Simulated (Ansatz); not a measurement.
**BaTe: all-electron results**

```
CELL_PARAMETERS angstrom
0.00000 3.91646 3.91646
3.91646 0.00000 3.91646
3.91646 3.91646 0.00000
ATOMIC_POSITIONS crystal
Ba 0.00000 0.00000 0.00000
Te 0.25000 0.25000 0.25000
```

Atom numbers follow the list: Ba1, Te2.

The cell was built from the zincblende type and relaxed in the same program, and has space group F-43m; it needn't be a known or the stable phase.

No spin–orbit coupling, which matters for the heavy atoms here.

All numbers are computed: DFT, PBE, all-electron LAPW, scalar-relativistic (Ansatz 0.2.0); DFT, PBE, PAW with Ansatz's default frozen-core files, scalar-relativistic (Ansatz 0.2.0).

For LAPW: a Γ-centred 11×11×11 k mesh, Fermi–Dirac smearing of 0.05 eV, basis error target 0.5 meV/atom, no spin polarisation. PAW takes a cutoff of 420 eV at this cell. The Ansatz runs share mesh, smearing and spin set-up. Values come from LAPW unless marked.

```yaml
Löwdin_charges_with_0.28_e_of_the_cell_spilling_out_of_the_atomic_basis_so_their_sizes_and_signs_hang_on_that_basis: Ba1 1.59, Te2 -1.31 e
Volume_per_atom: 405.4 bohr³
Pressure_at_this_cell: -0.03 GPa
```

**Question.** Predict this quantity. Bader charges (from the PAW run).

**Answer.** Ba1 +1.37, Te2 -1.37 e.

**Question.** Give the computed value. Smallest direct gap on the path.

**Answer.** 2.94 eV.

**Question.** Give the computed value. Band gap.

**Answer.** 2.56 eV, indirect from X (-0.5, -0.5, 0) to Γ.
